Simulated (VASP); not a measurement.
AlCu: single point with PBEsol

AlCu:

```
Al Cu
1.0
     2.95700    0.00000    0.00000
     0.00000    2.95700    0.00000
     0.00000    0.00000    2.95700
Al Cu
1 1
Direct
  0.00000 0.00000 0.00000
  0.50000 0.50000 0.50000
```

The cell comes from a database or a generator and needn't be the stable form of this composition.

* Program: VASP 6.6.1
* Task: single point
* Functional: PBEsol
* Potentials or basis: VASP PAW PBE potentials, release 64 (Al, Cu)
* Cutoff: 520 eV
* k mesh: 8 × 8 × 8
* Occupations: fermi-dirac, width 0.05 eV
* Spin: no spin polarisation
* Dipole correction: no
* Further INCAR settings: ALGO = Normal; EDIFF = 1e-06; NBANDS = 14

The pressure is 0.8 GPa and the band gap on the k mesh is none (metal or under the smearing width).

Levels at points of the mesh, in eV from the Fermi level:
```csv
k point,band 5,band 6,band 7,band 8,band 9,band 10
"(0.00, 0.00, 0.00)",-3.95,-3.95,4.01,4.01,4.01,6.45
"(0.50, 0.00, 0.00)",-4.41,-3.90,-3.16,7.31,8.26,8.26
"(0.50, 0.50, 0.00)",-3.79,-3.79,-3.55,-0.79,0.05,10.57
"(0.50, 0.50, 0.50)",-3.53,0.73,0.73,0.73,2.19,2.36
```

Wall time 4.5 s on 1 thread of Intel(R) Xeon(R) 6975P-C (Granite Rapids), with other jobs on the host, peak memory 0.13 GiB.

Caveat: the PAW data sets were made with another functional, which shifts forces and pressure a little.
